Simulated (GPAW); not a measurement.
# Pb (Im-3m) in GPAW: further runs

Aim: see how the results for Pb move with the level of theory and the settings. Levels: LDA, PBEsol, PBE. Tasks: Fermi surface.

Program: GPAW 26.7.0. These are calculated values, not measurements. Logs are shortened: lines on timing, memory, paths and dates and some standing lists are left out, and cuts for length are marked. The log counts tension as positive stress, the text compression.

### 1 Starting point

Symmetry: Im-3m, No. 229, cubic system. The conventional cell has a = 3.959 Å, b = 3.959 Å, c = 3.959 Å, α = 90.00°, β = 90.00°, γ = 90.00°. Around Pb (site symmetry m-3m) lie 8 Pb at 3.43 Å.

This isn't the form of Pb at room conditions, which is fcc.

### 2 Fermi surface, LDA

File run.py:

```python
import json
import numpy as np
from ase.dft.bandgap import bandgap
from ase.io import read, write
from ase.units import GPa
from gpaw import GPAW, PW

atoms = read('Pb.xyz')

calc = GPAW(mode=PW(510),
            xc='LDA',
            kpts={'size': (9, 9, 9), 'gamma': True},
            occupations={'name': 'fermi-dirac', 'width': 0.05},
            nbands=14,
            convergence={'density': 1e-05, 'energy': 1e-05},
            maxiter=150,
            txt='gpaw.txt')
atoms.calc = calc
energy = atoms.get_potential_energy()
forces = atoms.get_forces()
stress = atoms.get_stress()
calc.write('gs.gpw')
write('result.traj', atoms)
print(f'Energy: {energy:.6f} eV')
print('Forces (eV/A):')
print(forces.round(4))
print('Stress (GPa):', (stress / GPa).round(3))
print('Fermi level:', round(calc.get_fermi_level(), 4), 'eV')
print(f'Gap: {bandgap(calc)[0]:.4f} eV, direct: {bandgap(calc, direct=True)[0]:.4f} eV')

size = (14, 14, 14)
dense = calc.fixed_density(kpts={'size': size, 'gamma': True}, update_fermi_level=True,
                           convergence={'bands': 'CBM+2.0', 'eigenstates': 1e-7}, txt='dense.txt')
ef = dense.get_fermi_level()
index = np.round(dense.get_bz_k_points() * size).astype(int) % size
recip = 2 * np.pi * atoms.cell.reciprocal()
sheets = []
for s, e_kn in enumerate(dense.eigenvalues()):
    for n in range(e_kn.shape[1] - 2):
        if e_kn[:, n].min() < ef < e_kn[:, n].max():
            e = np.empty(size)
            e[tuple(index.T)] = e_kn[dense.get_bz_to_ibz_map(), n] - ef
            de = np.array([(np.roll(e, -1, c) - np.roll(e, 1, c)) * size[c] / 2 for c in range(3)])
            v = np.linalg.norm(np.einsum('vc,cxyz->vxyz', np.linalg.inv(recip), de), axis=0)
            w = np.exp(-(e / 0.1)**2) / (0.1 * np.pi**0.5)
            sheets.append({'spin': s, 'band': n, 'filled': (e < 0).mean(), 'dos': w.mean(), 'bottom': e.min(), 'top': e.max(),
                           'velocity': (w * v).sum() / w.sum() * 1.519267e5, 'slice': e[:, :, 0].round(3).tolist()})
            print(f'spin {s} band {n}: filled share {sheets[-1]["filled"]:.3f}, from {e.min():.3f} to {e.max():.3f} eV,',
                  f'{w.mean():.3f} states/eV, mean velocity {sheets[-1]["velocity"]:.3e} m/s')
print('Fermi level on the dense mesh:', round(ef, 4), 'eV,', len(sheets), 'sheets')
json.dump({'ef': ef, 'sheets': sheets}, open('fermi.json', 'w'))
```

File Pb.xyz:

```xyz
1
Lattice="-1.9796595667 1.9796595667 1.9796595667 1.9796595667 -1.9796595667 1.9796595667 1.9796595667 1.9796595667 -1.9796595667" Properties=species:S:1:pos:R:3 pbc="T T T"
Pb     0.0000000000      0.0000000000      0.0000000000
```

Potentials or basis: the program's PAW data sets (release 1.2.1) made for this functional, pw.

Started as:

```console
OMP_NUM_THREADS=1 python run.py
```

gpaw.txt:

```text
__  _  _
 | _ |_)|_||  |
 |__||  | ||/\| - 26.7.0

Input parameters:
  mode=PW(ecut=510.0),
  convergence={'density': 1e-05, 'energy': 1e-05},
  kpts=MonkhorstPack(size=(9, 9, 9), gamma=True),
  maxiter=150,
  nbands=14,
  occupations=Occupations(name='fermi-dirac', width=0.05),
  xc=XC(name='LDA')

Diagonalizing LCAO Hamiltonian
Converting LCAO to pw mode

       Pb

Atoms  # Å, Bohr magnetons
|   | symbol |        x |        y |        z |    initial magnetic moments |
|---|--------|----------|----------|----------|-----------------------------|
| 0 |     Pb | 0.000000 | 0.000000 | 0.000000 | ( 0.0000,  0.0000,  0.0000) |

Unit cell  # Å
| periodic |         x |         y |         z |  lengths |     angles |
|----------|-----------|-----------|-----------|----------|------------|
|      yes | -1.979660 |  1.979660 |  1.979660 | 3.428871 | 109.471221 |
|      yes |  1.979660 | -1.979660 |  1.979660 | 3.428871 | 109.471221 |
|      yes |  1.979660 |  1.979660 | -1.979660 | 3.428871 | 109.471221 |

Number of symmetries: 48
Symmetry operations  # r_c * U_cc + t_c -> r_c
|    | kind |            matrix            |
|----|------|------------------------------|
|  0 |  σ   |  1, 1, 1,  0, 0,-1,  0,-1, 0 |
|  1 |  C4  |  1, 1, 1,  0, 0,-1, -1, 0, 0 |
|  2 |  C2  |  1, 1, 1,  0,-1, 0,  0, 0,-1 |
|  3 |  S6  |  1, 1, 1,  0,-1, 0, -1, 0, 0 |
|  4 |  S6  |  1, 1, 1, -1, 0, 0,  0, 0,-1 |
|  5 |  C4  |  1, 1, 1, -1, 0, 0,  0,-1, 0 |
|  6 |  E   |  1, 0, 0,  0, 1, 0,  0, 0, 1 |
|  7 |  σ   |  1, 0, 0,  0, 1, 0, -1,-1,-1 |
|  8 |  σ   |  1, 0, 0,  0, 0, 1,  0, 1, 0 |
|  9 |  C3  |  1, 0, 0,  0, 0, 1, -1,-1,-1 |
| 10 |  C3  |  1, 0, 0, -1,-1,-1,  0, 1, 0 |
| 11 |  σ   |  1, 0, 0, -1,-1,-1,  0, 0, 1 |
| 12 |  σ   |  0, 1, 0,  1, 0, 0,  0, 0, 1 |
| 13 |  C2  |  0, 1, 0,  1, 0, 0, -1,-1,-1 |
| 14 |  C3  |  0, 1, 0,  0, 0, 1,  1, 0, 0 |
| 15 |  S4  |  0, 1, 0,  0, 0, 1, -1,-1,-1 |
| 16 |  S4  |  0, 1, 0, -1,-1,-1,  1, 0, 0 |
| 17 |  C3  |  0, 1, 0, -1,-1,-1,  0, 0, 1 |
| 18 |  C3  |  0, 0, 1,  1, 0, 0,  0, 1, 0 |
| 19 |  S4  |  0, 0, 1,  1, 0, 0, -1,-1,-1 |
| 20 |  σ   |  0, 0, 1,  0, 1, 0,  1, 0, 0 |
| 21 |  C3  |  0, 0, 1,  0, 1, 0, -1,-1,-1 |
| 22 |  C2  |  0, 0, 1, -1,-1,-1,  1, 0, 0 |
| 23 |  S4  |  0, 0, 1, -1,-1,-1,  0, 1, 0 |
| 24 |  C4  |  0, 0,-1,  1, 1, 1,  0,-1, 0 |
| 25 |  σ   |  0, 0,-1,  1, 1, 1, -1, 0, 0 |
| 26 |  S6  |  0, 0,-1,  0,-1, 0,  1, 1, 1 |
| 27 |  C2  |  0, 0,-1,  0,-1, 0, -1, 0, 0 |
| 28 |  C4  |  0, 0,-1, -1, 0, 0,  1, 1, 1 |
| 29 |  S6  |  0, 0,-1, -1, 0, 0,  0,-1, 0 |
| 30 |  S6  |  0,-1, 0,  1, 1, 1,  0, 0,-1 |
| 31 |  C4  |  0,-1, 0,  1, 1, 1, -1, 0, 0 |
| 32 |  C4  |  0,-1, 0,  0, 0,-1,  1, 1, 1 |
| 33 |  S6  |  0,-1, 0,  0, 0,-1, -1, 0, 0 |
| 34 |  σ   |  0,-1, 0, -1, 0, 0,  1, 1, 1 |
| 35 |  C2  |  0,-1, 0, -1, 0, 0,  0, 0,-1 |
| 36 |  C2  | -1, 0, 0,  1, 1, 1,  0, 0,-1 |
| 37 |  S6  | -1, 0, 0,  1, 1, 1,  0,-1, 0 |
| 38 |  S6  | -1, 0, 0,  0, 0,-1,  1, 1, 1 |
| 39 |  C2  | -1, 0, 0,  0, 0,-1,  0,-1, 0 |
| 40 |  C2  | -1, 0, 0,  0,-1, 0,  1, 1, 1 |
| 41 |  i   | -1, 0, 0,  0,-1, 0,  0, 0,-1 |
| 42 |  S4  | -1,-1,-1,  1, 0, 0,  0, 1, 0 |
| 43 |  C3  | -1,-1,-1,  1, 0, 0,  0, 0, 1 |
| 44 |  C3  | -1,-1,-1,  0, 1, 0,  1, 0, 0 |
| 45 |  σ   | -1,-1,-1,  0, 1, 0,  0, 0, 1 |
| 46 |  S4  | -1,-1,-1,  0, 0, 1,  1, 0, 0 |
| 47 |  C2  | -1,-1,-1,  0, 0, 1,  0, 1, 0 |

BZ-sampling:
  Number of BZ points: 729
  Number of IBZ points: 35

  Monkhorst-Pack size: [9, 9, 9]
  Monkhorst-Pack shift: [0, 0, 0]

K-points  # in reciprocal-cell coordinates
|     |                                coordinates |     weight |
|-----|--------------------------------------------|------------|
|   0 | (  0.00000000,   0.00000000,   0.00000000) | 0.00137174 |
|   1 | (  0.11111111,   0.00000000,   0.00000000) | 0.01646091 |
|   2 | (  0.11111111,   0.11111111,  -0.11111111) | 0.00823045 |
|   3 | (  0.22222222,   0.00000000,  -0.11111111) | 0.03292181 |
|   4 | (  0.22222222,   0.00000000,   0.00000000) | 0.01646091 |
|   5 | (  0.22222222,   0.11111111,  -0.11111111) | 0.03292181 |
|   6 | (  0.22222222,   0.22222222,  -0.22222222) | 0.00823045 |
|   7 | (  0.33333333,  -0.11111111,  -0.11111111) | 0.01097394 |
|   8 | (  0.33333333,   0.00000000,  -0.11111111) | 0.06584362 |
|   9 | (  0.33333333,   0.00000000,   0.00000000) | 0.01646091 |
| ... |                                            |            |
|  34 | (  0.44444444,   0.44444444,   0.44444444) | 0.01097394 |

Plane wave coefficients: 824
Cutoff: 510.0 eV

Spin-components: 1 (collinear spins)
Bands:           14
Projectors:      6
Spin-degeneracy: 2
Datatype:        complex128

Parallelization:
  kpt:    1
  domain: 1
  band:   1

Density:
  Valence electrons: 14.0
  Components: 1
  Grid points: [18 18 18]
  Charge: 0.0  # |e|

Potential:
  Grid points: [18 18 18]

species:
  Pb:
    name:    Lead
    Z:       82.0
    valence: 14
    core:    68
    charge:  0.0  # [|e|]
    compensation charges:
      type: gauss
      rc: 0.38  # [Å]
      lmax: 2
    cutoffs:
      filter: 2.36  # [Å]
      core: 2.43  # [Å]
    projectors
    | kind |    occ | energy [eV] | rcut [Å] |
    |------|--------|-------------|----------|
    |   6s |  2.000 |     -12.249 |    1.259 |
    |   6p |  2.000 |      -3.713 |    1.275 |
    |   5d | 10.000 |     -21.326 |    1.217 |
    |    s |        |      14.962 |    1.259 |
    |    p |        |      23.498 |    1.275 |
    |    d |        |       5.885 |    1.217 |

    Using partial waves for Pb as LCAO basis

Reference energy: -566970.933631  # eV

eigensolver:
  PPCG
  Converge bands: occupied
  niter=2

density mixing:
  MSR1-Mixer
  Pratt-step length: 0.05
  Maximum mixing coefficient: 0.75
  Old densities: 10
  SVD Regularization: 0.005
  Good broyden scale: 1.0
  Trust region scale: 1.0
  Backstep threshold: 4.0
  History deletion threshold: 6.0
  Fourier metric: weight=20.0, sigma=0.015

occupation numbers:
  Fermi-Dirac:
    width: 0.0500  # eV

poisson solver:
  ecut: 4080.0  # eV

xc functional:
  name: None

convergence criteria:
[... 6 lines left out ...]
|iter     | |      energy | eigst |  dens |
|---------|-|-------------|-------|-------|
|iter:   1| |   -4.464963 | -0.32 |       |
|iter:   2| |   -4.463657 | -2.36 | -1.76 |
|iter:   3| |   -4.446970 | -2.55 | -1.79 |
|iter:   4| |   -4.446582 | -3.68 | -2.32 |
|iter:   5| |   -4.446602 | -4.98 | -2.79 |
|iter:   6| |   -4.446606c| -6.49 | -3.88 |
|iter:   7| |   -4.446608c| -7.03 | -4.35 |
|iter:   8| |   -4.446608c| -8.14c| -5.10c|

Converged in 8 steps
Energy contributions relative to reference atoms: (reference = -566970.933631)

Energy contributions:
  Kinetic:           4.736288
  Coulomb:          -5.100914
  Zero:             -0.000716
  External:          0.000000
  Xc:               -4.078350
  Entropy:          -0.005832
  Spinorbit:         0.000000
  ----------------------------
  Free energy:      -4.449524
  Extrapolated:     -4.446608

dipole moment: (-8.391332, -8.391332, -8.391332)  # |e|*Ang

Fermi level: 7.020
Eigenvalues  # (at kpt = [0.000, 0.000, 0.000])
| band index |      eig [eV] | occ [0-2] |
|------------|---------------|-----------|
|          0 |       -10.020 |     2.000 |
|          1 |       -10.020 |     2.000 |
|          2 |       -10.020 |     2.000 |
|          3 |        -9.791 |     2.000 |
|          4 |        -9.791 |     2.000 |
|          5 |        -4.600 |     2.000 |
|          6 |        14.292 |     0.000 |
|          7 |        14.292 |     0.000 |
|          8 |        14.292 |     0.000 |
|          9 |        18.223 |     0.000 |
|         10 |        18.223 |     0.000 |
|         11 |        18.223 |     0.000 |
|         12 |        18.644 |     0.000 |
|         13 |        20.299 |     0.000 |

No gap
No difference between direct/indirect transitions

Forces  # eV/Ang
|       x |        y |       z |
|---------|----------|---------|
| 0.00000 | -0.00000 | 0.00000 |  # Pb   0

Stress tensor  # eV/Ang^3
|         x |         y |         z |
|-----------|-----------|-----------|
|  0.024210 | -0.000000 | -0.000000 |
| -0.000000 |  0.024210 |  0.000000 |
| -0.000000 |  0.000000 |  0.024210 |

# Writing to gs.gpw (mode='')
```

It took 24 s on 1 thread of Arm Neoverse V1, shared host; peak memory 0.17 GiB.

Results:

- Free energy: -4.4495 eV
- Pressure: -3.9 GPa
- Band gap on the k mesh: none (metal or under the smearing width)

Caveat: the cutoff is short for stress and forces, so pressures can be off by a GPa or more. The run has no spin-orbit coupling, so splittings on Pb are missing.

(Continued in part 2 of 2.)
